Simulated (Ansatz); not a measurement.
# Stack of 1T-CoBrI under 1T-ZrSSe, upper layer turned by 180° in a perpendicular field, part 2 of 3

What dipole does a perpendicular field induce in the stack of 1T-CoBrI under 1T-ZrSSe, upper layer turned by 180°? A positive field points along +c.

Ansatz 0.2.0; plane-wave DFT, PBE-D3(BJ), Ansatz PAW.

So far. Step 2 (Relaxation): The lattice constant a goes from 3.710 to 3.703 Å.

## 3. Atoms held, field 0

A sawtooth potential applies the field, turning back in the middle of the vacuum. With the dipole correction the typed value is the field outside the slab. The induced dipole is small, so the SCF threshold is tight.

The cell differs from the one that the last finished run ended in (c 49.215 → 26.963 Å).

The input, input.yaml:

```yaml
crystal:
  lattice:
    - [3.7027164792, 0.0, 0.0]
    - [-1.8513582396, 3.206646534, 0.0]
    - [0.0, 0.0, 26.9631579744]
  atoms:
    - { symbol: I, position: [0.6666666667, 0.3333333333, 0.3337887946], spin: -0.01 }
    - { symbol: Co, position: [0.0, 0.0, 0.388645387], spin: 0.92 }
    - { symbol: Br, position: [0.3333333333, 0.6666666667, 0.4378708024], spin: 0.03 }
    - { symbol: Se, position: [0.6666666667, 0.3333333333, 0.5532860993] }
    - { symbol: Zr, position: [0.3333333333, 0.6666666667, 0.6143071701] }
    - { symbol: S, position: [0.0, 0.0, 0.6662112054] }
magnetization:
  spin_polarized: true
kpoints:
  mp_grid: { grid: [18, 18, 1] }
  band_path:
    path: [[0, 0, 0], [0.5, 0, 0], [0.33333333, 0.33333333, 0], [0, 0, 0]]
    npoints: 16
hamiltonian:
  xc: pbe
  dispersion: d3bj
scf:
  occupations: { method: fermi_dirac, width: 0.02585 }
  convergence: { dr2_threshold: 1.0e-10 }
efield:
  axis: 3
  dipole_correction: true
  ramp_position: 0.97
  ramp_width: 0.06
  amplitude: 0
output:
  dos: { projected: true, e_range: [-6, 5] }
  bader: true
  write_potential: true
  write_density: true
  volumetric_format: npy
  elf: true
```

On the command line:

```bash
> ansatz run input.yaml --threads 4 --pin off --max-ram 12288MiB --backend cpu --events-out ev --progress --plain --runs-dir out
```

Numbers of over 12 decimals in the logs are rounded to 6 here.

The log of the run:

```text
[...]
Crystal: 6 atoms, lattice volume = 320.142 Å³
Basis set: ecut = 420 eV, 6319 PW (Γ)
Bands: 46, of which v1, the nominal top of the filled ones, is band 38 counted from 1 (37 counted from 0)
Symmetry: 6 space group operations
k-points: 37 of 324 (time reversal used)
[...]
Starting moments: Σ|m| = 0.96 μB on 3 of 6 sites
[...]
SCF iter   1: F=—  HF=-25982.103091 eV  |F-HF|=—  |Δ(HF+E_count)|=         —  Δρ=1.42e-2 (↑1.42e-2 ↓1.40e-2)  dr2=1.41e1  dr2_m=4.72e-2  M=1.007 μB ∫|m|=1.069 μB  β_m=1.00  ethr=3.10e-3  p=0.000 e·Å  D=2.26e-6 V/Å  ΔV_dip=-0.00 eV  dr2_dipole=5.77e0  V_vac-E_F(+/−)=5.61/5.61 eV  ⟨swp⟩=11.6  Hψ=16696  notcnv=0
[...]
efield: sawtooth ramp at fractional position 0.9700 (set: `efield.ramp_position`, or a place that a band, a saddle search or an elastic batch's reference lends), width 0.0600; the density the first Hamiltonian is built on has a dipole p = 0.000 e·Å; the dipole correction subtracts the counter field D = 2.26e-6 V/Å, which shifts the + side's vacuum level by -0.00 eV against the − side's; the planar-averaged density in the ramp window peaks in size at 4.6e-6 e/Å³
[...]
SCF iter   2: F=—  HF=-25982.389072 eV  |F-HF|=—  |Δ(HF+E_count)|=   2.86e-1  Δρ=9.99e-3 (↑8.49e-3 ↓9.99e-3)  dr2=5.87e0  dr2_m=4.43e-3  M=0.999 μB ∫|m|=1.074 μB  β_m=0.48  ethr=3.10e-3  p=-0.008 e·Å  D=-4.30e-3 V/Å  ΔV_dip=0.12 eV  dr2_dipole=2.61e0  V_vac-E_F(+/−)=5.24/5.13 eV  ⟨swp⟩=2.8  Hψ=5541  notcnv=0  defer=103
density mixer auto → msr1: a metal under ldos (density of states about μ 1.52 of a free-electron gas's, 60 screened modes)
SCF iter   3: F=—  HF=-25983.492762 eV  |F-HF|=—  |Δ(HF+E_count)|=         —  Δρ=6.77e-3 (↑6.77e-3 ↓5.72e-3)  dr2=2.06e-1  dr2_m=7.21e-2  M=0.932 μB ∫|m|=1.032 μB  β_m=0.48  ethr=3.10e-3  p=-0.047 e·Å  D=-2.63e-2 V/Å  ΔV_dip=0.71 eV  dr2_dipole=7.28e-2  V_vac-E_F(+/−)=5.11/4.40 eV  ⟨swp⟩=3.6  Hψ=5848  notcnv=0  defer=105
[...]
SCF iter  16: F=-25983.602218 eV  HF=-25983.602218 eV  |F-HF|=2.76e-10  |Δ(HF+E_count)|=  3.20e-10  Δρ=5.89e-8 (↑5.30e-8 ↓5.89e-8)  dr2=6.02e-11  dr2_m=1.38e-12  M=1.000 μB ∫|m|=1.097 μB  ethr=1.00e-12  p=-0.059 e·Å  D=-3.31e-2 V/Å  ΔV_dip=0.89 eV  dr2_dipole=1.82e-11  V_vac-E_F(+/−)=5.31/4.42 eV  ⟨swp⟩=13.5  Hψ=15897  notcnv=0
SCF 1 converged in 16 iterations: F = -25983.602218 eV  dr2 = 6.02e-11
[...]
NSCF: frozen V_eff on 49 k-points
efield: sawtooth ramp at fractional position 0.9700 (kept from the solve that this one continues, or follows in the run), width 0.0600; the density the first Hamiltonian is built on has a dipole p = -0.059 e·Å; the dipole correction subtracts the counter field D = -3.31e-2 V/Å, which shifts the + side's vacuum level by +0.89 eV against the − side's; the planar-averaged density in the ramp window peaks in size at 7.6e-6 e/Å³
SCF converged after 16 iterations
Magnetization: 0.9999 μB (37.9999 up, 37.0001 down)
Absolute magnetization: 1.0975 μB (∫|ρ↑−ρ↓|, with the PAW one-centre terms)
[...]
Per-site moments (μB) at R_I (Å): [(-0.00813809, 1.072325), (0.923566, 1.037967), (0.026534, 1.037967), (-0.000638601, 1.112765), (0.00492297, 1.053986), (0.00104178, 1.053986)]
Free energy (F): -25983.602218 eV
[...]
Internal energy: -25983.594645 eV  (E = F + TS)
E sigma→0 (E₀):  -25983.598431 eV
Entropy (-TS):   -0.007573 eV (-1.262 meV/atom)
Fermi energy:    1.281291 eV
Dipole field:    D = -0.033068 V/Å  (p = -0.058505 e·Å, saw-weighted, corrected)
Work function:   Φ+ = 5.3096 eV   Φ− = 4.4180 eV
Levels:          The Fermi level and band energies are counted from a zero that moves with the ramp; work functions are not
[...]
--- Band table (eV; the first three rows and the last of 74) ---
  k-point 0 ↑: bands = [... 34 lower, 0.3171, 0.7798, 0.7798, 1.8628, 1.8628, 2.0497, 2.0497, 2.8119, ... 4 higher]
  k-point 1 ↑: bands = [... 34 lower, 0.4067, 0.5120, 0.6612, 1.7174, 1.8278, 2.1048, 2.1850, 2.8806, ... 4 higher]
  k-point 2 ↑: bands = [... 34 lower, 0.1826, 0.4135, 0.5260, 1.3932, 1.7387, 2.1155, 2.4808, 3.0592, ... 4 higher]
  k-point 36 ↓: bands = [... 34 lower, 0.5383, 0.7981, 0.8970, 2.0439, 2.4342, 2.8279, 3.3065, 3.5286, ... 4 higher]
--- Bader charges: 6 sites ---
  site symbol  charge [e]  shift [e]    m [muB]
     0      I     -0.1820     0.0050     0.0193
     1     Co      0.5695     0.0094     0.9243
     2     Br     -0.3825     0.0044     0.0433
     3     Se     -0.9295     0.0004     0.0028
     4     Zr      1.9848     0.0010     0.0072
     5      S     -1.0604     0.0006     0.0030
  estimated error of the sums over rays = 8.6e-4 e
```

The job ended after 49 s (4 threads of AMD EPYC 9R14 (Zen 4), shared host; peak memory 1.6 GiB).

This step gave:

- energy at zero smearing: -25983.5984 eV
- total moment: 0.9999 μB
- site moments: -0.008138, 0.9236, 0.02653, -6.39e-4, 0.004923, 0.001042 μB
- work function, upper face: 5.310 eV
- work function, lower face: 4.418 eV
- dipole along the normal: -0.05850 e·Å
- step between the vacuum levels: 0.8916 eV

Running mean over a fixed 2.7 Å (it still follows the layers) of the planar mean; the ramp of the sawtooth is left out. Electron's electrostatic potential energy less the Fermi level against z:

z (Å), electron's electrostatic potential energy less the Fermi level (eV) and a bar from the least value:
```
      3.5       4.42 ############################
      4.0       4.42 ############################
      4.5       4.42 ############################
      5.0       4.41 ############################
      5.5       4.40 ############################
      6.0       4.35 ############################
      6.5       4.13 ###########################
      7.0       3.25 ##########################
      7.5       1.75 ######################
      8.0       0.24 ###################
      8.5      -1.53 ###############
      9.0      -3.52 ###########
      9.5      -5.21 #######
     10.0      -5.83 ######
     10.5      -6.93 ###
     11.0      -7.51 ##
     11.5      -6.27 #####
     12.0      -4.02 ##########
     12.5      -2.02 ##############
     13.0      -0.20 ##################
     13.5       1.19 #####################
     14.0       0.98 #####################
     14.5      -0.58 #################
     15.0      -3.11 ############
     15.5      -6.12 #####
     16.0      -7.66 ##
     16.5      -8.38 
     17.0      -8.52 
     17.5      -7.22 ###
     18.0      -4.07 ##########
     18.5      -1.03 ################
     19.0       1.30 #####################
     19.5       3.39 ##########################
     20.0       4.79 #############################
     20.5       5.21 ##############################
     21.0       5.29 ##############################
     21.5       5.31 ##############################
     22.0       5.31 ##############################
     22.5       5.31 ##############################
     23.0       5.31 ##############################
     23.5       5.31 ##############################
```

The density of states has structure finer than the step of the table below, so its rows give means over 0.25 eV, whole bins alone (the curve runs from -6 to 1.99 eV). Peaks (eV: height): total -3.900: 13.0, -3.270: 12.3, -0.930: 13.5, -0.790: 12.4, -0.490: 13.2, -0.400: 14.6, 1.280: 12.4; up -3.880: 9.06, -3.770: 7.78, -3.160: 7.89, -1.260: 7.87, -1.090: 9.17, -0.930: 10.9, -0.870: 8.09; down -2.750: 7.54, -0.790: 10.2, -0.730: 7.63, -0.490: 13.2, -0.400: 12.8, -0.320: 9.04, 1.280: 11.3.

The density of states by energy, zero at the Fermi level; means over each step; values in states/eV a cell:

```tsv
energy (eV)	total	up	down
-5.75	1.55	0.764	0.789
-5.50	2.35	1.30	1.06
-5.25	5.79	2.85	2.93
-5.00	2.46	1.22	1.24
-4.75	2.83	1.43	1.40
-4.50	4.25	2.10	2.15
-4.25	4.60	2.83	1.77
-4.00	9.13	5.26	3.88
-3.75	8.12	4.41	3.71
-3.50	6.43	2.29	4.14
-3.25	10.3	5.62	4.73
-3.00	6.20	2.57	3.62
-2.75	6.25	3.10	3.15
-2.50	4.02	1.76	2.26
-2.25	3.82	1.80	2.01
-2.00	4.66	2.33	2.33
-1.75	3.44	1.65	1.79
-1.50	4.23	2.69	1.54
-1.25	5.74	4.42	1.32
-1.00	6.97	5.91	1.07
-0.75	6.65	2.53	4.12
-0.50	6.45	0.593	5.85
-0.25	3.84	2.18	1.66
0.00	3.22	3.22	1.9e-4
0.25	2.52	2.04	0.482
0.50	1.83	1.07	0.760
0.75	3.64	1.10	2.54
1.00	4.66	1.30	3.37
1.25	5.70	0.726	4.98
1.50	1.59	0.667	0.921
1.75	2.01	1.00	1.00
```

Projected DOS per atom over height of the atomic layer and energy from the Fermi level. Layers: I Co Br Se Zr S from below.

Ten even steps from '0' (0.00 states/eV) to '9' (5.10 states/eV), each cell a mean:
```
000030
000010
140030
010030
000010
120000
190000
090000
080100
030301
000301
101201
201101
311212
312135
214112
224213
101112
001011
203000
203000
100000
```
Columns: height of the atomic layer (Å) from 9 to 18.0 (not evenly spaced); rows upwards: energy from the Fermi level (eV) from -5.96 to 1.96.

Projected DOS per atom, spin up over height of the atomic layer and energy from the Fermi level. Layers: I Co Br Se Zr S from below.

Values in states/eV, 22 rows by 6 columns, each cell a mean:
```
0.00 0.00 0.00 0.17 0.81 0.13
0.00 0.00 0.00 0.09 0.50 0.07
0.00 0.00 0.00 0.11 0.81 0.09
0.01 0.01 0.01 0.10 0.82 0.11
0.37 0.49 0.18 0.05 0.44 0.08
0.71 1.46 0.50 0.01 0.05 0.02
0.33 1.00 0.29 0.02 0.02 0.01
0.14 1.77 0.19 0.14 0.03 0.08
0.14 3.87 0.20 0.27 0.07 0.13
0.06 1.73 0.09 0.85 0.16 0.44
0.07 0.08 0.07 0.94 0.20 0.43
0.28 0.13 0.26 0.73 0.18 0.35
0.43 0.20 0.40 0.49 0.19 0.25
0.51 0.27 0.41 0.56 0.42 0.72
0.94 0.43 0.44 0.52 0.92 1.43
0.51 0.42 0.58 0.44 0.36 0.65
0.78 1.13 1.52 0.58 0.50 0.82
0.35 0.17 0.43 0.32 0.39 0.59
0.20 0.12 0.31 0.21 0.26 0.32
0.55 0.16 0.71 0.08 0.08 0.09
0.75 0.23 0.88 0.04 0.02 0.01
0.39 0.18 0.25 0.00 0.00 0.00
```
Columns: height of the atomic layer (Å) from 9 to 18.0 (not evenly spaced); rows upwards: energy from the Fermi level (eV) from -5.96 to 1.96.

Projected DOS per atom, spin down over height of the atomic layer and energy from the Fermi level. Layers: I Co Br Se Zr S from below.

Ten even steps from '0' (0.00 states/eV) to '9' (4.11 states/eV), each cell a mean:
```
000010
010010
151020
020010
000010
000000
090000
070000
000000
000101
000201
100100
101100
201101
111123
113001
101112
000001
000000
102000
101000
000000
```
Columns: height of the atomic layer (Å) from 9 to 18.0 (not evenly spaced); rows upwards: energy from the Fermi level (eV) from -5.96 to 1.96.

Deep bands are left out, so band numbers here count from the lowest band kept and differ from the log's. Electronic bands along the path, in eV, zero at the Fermi level; # counts the bands kept:

```tsv
point	up #14	up #16	up #17	up #18	down #13	down #14	down #15	down #16
Γ	-0.50	0.58	0.58	0.77	-0.56	-0.50	-0.50	0.77
halfway	-0.93	-0.32	0.25	0.54	-0.88	-0.48	-0.33	0.52
M	-1.13	0.07	0.21	0.28	-0.96	-0.53	-0.51	0.15
halfway	-1.07	-0.25	0.10	0.89	-0.75	-0.52	-0.45	0.88
K	-0.96	-0.49	-0.03	1.54	-0.74	-0.48	-0.38	0.76
halfway	-0.92	-0.26	-0.11	1.08	-0.78	-0.46	-0.35	0.85
Γ	-0.50	0.58	0.58	0.77	-0.56	-0.50	-0.50	0.77
```

Spin density in the ca plane at fractional y = 0.000, with atoms of Co and S within 0.2 Å of it.

Values in units of 1e-1 e/Å³, 6 rows by 16 columns, each cell a mean:
```
0.0 0.0 0.0 0.0 0.0 0.0 0.0 0.0 3.7 3.6 0.0 0.0 0.0 0.0 0.0 0.0
0.0 0.0 0.0 0.0 0.0 0.0 0.0 0.0 0.1 0.1 0.0 0.0 0.0 0.0 0.0 0.0
0.0 0.0 0.0 0.0 0.0 0.0 0.0 0.0 0.0 0.0 0.0 0.0 0.0 0.0 0.0 0.0
0.0 0.0 0.0 0.0 0.0 0.0 0.0 0.0 0.0 0.0 0.0 0.0 0.0 0.0 0.0 0.0
0.0 0.0 0.0 0.0 0.0 0.0 0.0 0.0 0.4 0.4 0.0 0.0 0.0 0.0 0.0 0.0
0.0 0.0 0.0 0.0 0.0 0.0 0.0 0.0 6.6 6.4 0.0 0.0 0.0 0.0 0.0 0.0
```
Columns run along c (16.0 Å, from fractional 0.06 to 0.66 of the cell), rows up along a (3.7 Å). Atoms in or near the plane, at fractional coordinates: Co at (0.39, 0.00).

Electrostatic potential energy in the ca plane at fractional y = 0.000, with atoms of Co and S within 0.2 Å of it. With pseudopotentials it is smooth inside the atoms' cores, unlike the true potential.

Ten even steps from '0' (-37 eV) to '9' (6 eV), each cell a mean:
```
99999710005899999999999998601027999999999999
99999852137999999999999988742268999999999999
99988887788999999999998888887789999999999999
99877889998889999998888777788999999999999999
98766789998888999998778766789999999999999999
99876789998888999998888766789999999999999999
99888888888899999999888877888899999999999999
99998875468999999999999888865579999999999999
99999830016999999999999998720038999999999999
99999710004899999999999998502117999999999999
```
Columns run along c (16.0 Å, from fractional 0.29 to 0.88 of the cell; values clipped at the 3rd and 97th percentile), rows up along a (3.7 Å). Atoms in or near the plane, at fractional coordinates: Co at (0.39, 0.00), S at (0.67, 0.00).

ELF in the ca plane at fractional y = 0.000, with atoms of Co and S within 0.2 Å of it. It is the smooth field of the valence electrons, not physical close to the nuclei.

Ten even steps from '0' (0.00) to '9' (0.95), each cell a mean:
```
00000000000000001125883110000000000014785269
00000000000001123311331121100001222112688889
00000000000013456542112354310024565311258887
00000000000135776663114677620147776311114543
00000000001256776664115787730157887421101110
00000000000246776663114777630157887411112221
00000000000124666653112566410036776311136776
00000000000011344421221233200012443211478898
00000000000000012213662111000000111113787589
00000000000000001126995210000000000014773049
```
Columns run along c (16.0 Å, from fractional 0.12 to 0.71 of the cell), rows up along a (3.7 Å). Atoms in or near the plane, at fractional coordinates: Co at (0.39, 0.00), S at (0.67, 0.00).

The work function of the upper face is 5.31 eV.

## 4. Single point, field 0.05 V/Å

Edit input.yaml of step 3 so:

```diff
@@ -30,6 +30,4 @@
   ramp_width: 0.06
-  amplitude: 0
+  amplitude: 0.05
 output:
-  dos: { projected: true, e_range: [-6, 5] }
-  bader: true
   write_potential: true
@@ -37,2 +35 @@
   volumetric_format: npy
-  elf: true
```

The log of the run:

```text
[...]
Crystal: 6 atoms, lattice volume = 320.142 Å³
Basis set: ecut = 420 eV, 6319 PW (Γ)
Bands: 46, of which v1, the nominal top of the filled ones, is band 38 counted from 1 (37 counted from 0)
Symmetry: 6 space group operations
k-points: 37 of 324 (time reversal used)
[...]
Starting moments: Σ|m| = 0.96 μB on 3 of 6 sites
[...]
k-point 0 ↑: bands = [... 34 lower, 0.3013, 0.7899, 0.7899, 1.8405, 1.8405, 2.0604, 2.0604, 2.8244, ... 4 higher]
  k-point 1 ↑: bands = [... 34 lower, 0.3911, 0.5220, 0.6713, 1.6952, 1.8055, 2.1155, 2.1957, 2.8932, ... 4 higher]
  k-point 2 ↑: bands = [... 34 lower, 0.1623, 0.4231, 0.5106, 1.3713, 1.7164, 2.1264, 2.4915, 3.0717, ... 4 higher]
  k-point 36 ↓: bands = [... 34 lower, 0.5181, 0.7775, 0.8768, 2.0230, 2.4150, 2.8382, 3.3153, 3.5388, ... 4 higher]
[key lines of the parts left out:]
SCF converged after 16 iterations
Magnetization: 1.0000 μB (38.0000 up, 37.0000 down)
Free energy (F): -25983.600157 eV
Fermi energy:    1.260079 eV
Dipole field:    D = -0.013548 V/Å  (p = -0.023969 e·Å, saw-weighted, corrected)
```

Elapsed: 38 s, on 4 threads; peak memory 1.6 GiB; 2.5 min of CPU time.

The dipole is -0.0240 e·Å, 0.0345 e·Å from its value without field.

## 5. Single point, field -0.05 V/Å

Edit input.yaml of step 4 so:

```diff
@@ -30,3 +30,3 @@
   ramp_width: 0.06
-  amplitude: 0.05
+  amplitude: -0.05
 output:
```

The log of the run:

```text
[...]
Crystal: 6 atoms, lattice volume = 320.142 Å³
Basis set: ecut = 420 eV, 6319 PW (Γ)
Bands: 46, of which v1, the nominal top of the filled ones, is band 38 counted from 1 (37 counted from 0)
Symmetry: 6 space group operations
k-points: 37 of 324 (time reversal used)
[...]
Starting moments: Σ|m| = 0.96 μB on 3 of 6 sites
[...]
k-point 0 ↑: bands = [... 34 lower, 0.3308, 0.7722, 0.7722, 1.8819, 1.8819, 2.0417, 2.0417, 2.8017, ... 4 higher]
  k-point 1 ↑: bands = [... 34 lower, 0.4203, 0.5044, 0.6536, 1.7366, 1.8471, 2.0966, 2.1769, 2.8703, ... 4 higher]
  k-point 2 ↑: bands = [... 34 lower, 0.1997, 0.4063, 0.5394, 1.4121, 1.7579, 2.1072, 2.4727, 3.0489, ... 4 higher]
  k-point 36 ↓: bands = [... 34 lower, 0.5553, 0.8155, 0.9139, 2.0614, 2.4502, 2.8204, 3.3002, 3.5211, ... 4 higher]
[key lines of the parts left out:]
SCF converged after 17 iterations
Magnetization: 0.9997 μB (37.9998 up, 37.0002 down)
Free energy (F): -25983.606015 eV
Fermi energy:    1.299506 eV
Dipole field:    D = -0.052809 V/Å  (p = -0.093431 e·Å, saw-weighted, corrected)
```

It took 38 s on 4 threads; peak memory 1.6 GiB.

The dipole is -0.0934 e·Å, -0.0349 e·Å from its value without field.

## 6. Atoms held, field 0.1 V/Å

Edit input.yaml of step 5 so:

```diff
@@ -28,5 +28,5 @@
   dipole_correction: true
-  ramp_position: 0.97
-  ramp_width: 0.06
-  amplitude: -0.05
+  ramp_position: 0.9536
+  ramp_width: 0.0801
+  amplitude: 0.1
 output:
```

The log of the run:

```text
[...]
Crystal: 6 atoms, lattice volume = 320.142 Å³
Basis set: ecut = 420 eV, 6319 PW (Γ)
Bands: 46, of which v1, the nominal top of the filled ones, is band 38 counted from 1 (37 counted from 0)
Symmetry: 6 space group operations
k-points: 37 of 324 (time reversal used)
[...]
Starting moments: Σ|m| = 0.96 μB on 3 of 6 sites
[...]
k-point 0 ↑: bands = [... 34 lower, 0.3003, 0.8179, 0.8179, 1.8320, 1.8320, 2.0892, 2.0892, 2.8549, ... 4 higher]
  k-point 1 ↑: bands = [... 34 lower, 0.3902, 0.5500, 0.6993, 1.6867, 1.7969, 2.1444, 2.2245, 2.9238, ... 4 higher]
  k-point 2 ↑: bands = [... 34 lower, 0.1557, 0.4508, 0.5101, 1.3632, 1.7078, 2.1554, 2.5202, 3.1023, ... 4 higher]
  k-point 36 ↓: bands = [... 34 lower, 0.5113, 0.7704, 0.8701, 2.0155, 2.4093, 2.8669, 3.3421, 3.5670, ... 4 higher]
[key lines of the parts left out:]
SCF converged after 18 iterations
Magnetization: 1.0000 μB (38.0000 up, 37.0000 down)
Free energy (F): -25983.599815 eV
Fermi energy:    1.252578 eV
Dipole field:    D = 0.005801 V/Å  (p = 0.010264 e·Å, saw-weighted, corrected)
```

Wall time 40 s (4 threads); peak memory 1.6 GiB.

The dipole is 0.0103 e·Å, 0.0688 e·Å from its value without field.

## 7. Single point, field 0.2 V/Å

Edit input.yaml of step 6 so:

```diff
@@ -30,3 +30,3 @@
   ramp_width: 0.0801
-  amplitude: 0.1
+  amplitude: 0.2
 output:
```

The log of the run:

```text
[...]
Crystal: 6 atoms, lattice volume = 320.142 Å³
Basis set: ecut = 420 eV, 6319 PW (Γ)
Bands: 46, of which v1, the nominal top of the filled ones, is band 38 counted from 1 (37 counted from 0)
Symmetry: 6 space group operations
k-points: 37 of 324 (time reversal used)
[...]
Starting moments: Σ|m| = 0.96 μB on 3 of 6 sites
[...]
k-point 0 ↑: bands = [... 34 lower, 0.2753, 0.8555, 0.8555, 1.7884, 1.7884, 2.1285, 2.1285, 2.8972, ... 4 higher]
  k-point 1 ↑: bands = [... 34 lower, 0.3655, 0.5874, 0.7369, 1.6432, 1.7533, 2.1838, 2.2638, 2.9662, ... 4 higher]
  k-point 2 ↑: bands = [... 34 lower, 0.1159, 0.4862, 0.4878, 1.3206, 1.6642, 2.1951, 2.5595, 3.1447, ... 4 higher]
  k-point 36 ↓: bands = [... 34 lower, 0.4711, 0.7293, 0.8300, 1.9735, 2.3711, 2.9063, 3.3776, 3.6053, ... 4 higher]
[key lines of the parts left out:]
SCF converged after 18 iterations
Magnetization: 1.0000 μB (38.0000 up, 37.0000 down)
Free energy (F): -25983.604243 eV
Fermi energy:    1.211140 eV
Dipole field:    D = 0.044212 V/Å  (p = 0.078221 e·Å, saw-weighted, corrected)
```

It took 40 s on 4 threads; peak memory 1.6 GiB; 2.6 min of CPU time.

The dipole is 0.0782 e·Å, 0.137 e·Å from its value without field.

(Continued in part 3 of 3.)

[Logs are printed without paths, hosts, clocks, repeated set-up lines and the standing remarks that a program may print on its own settings, such as how far it seeks lower states.]

[Hosts, paths, dates, database ids (printed as entryN), source tags and the programs' standing remarks are cut or masked in the printed files.]

[Maps of the electrostatic potential energy from Ansatz leave out the sawtooth potential of an applied field or a dipole correction, so their vacuum need not be flat; planar profiles and work functions include it.]
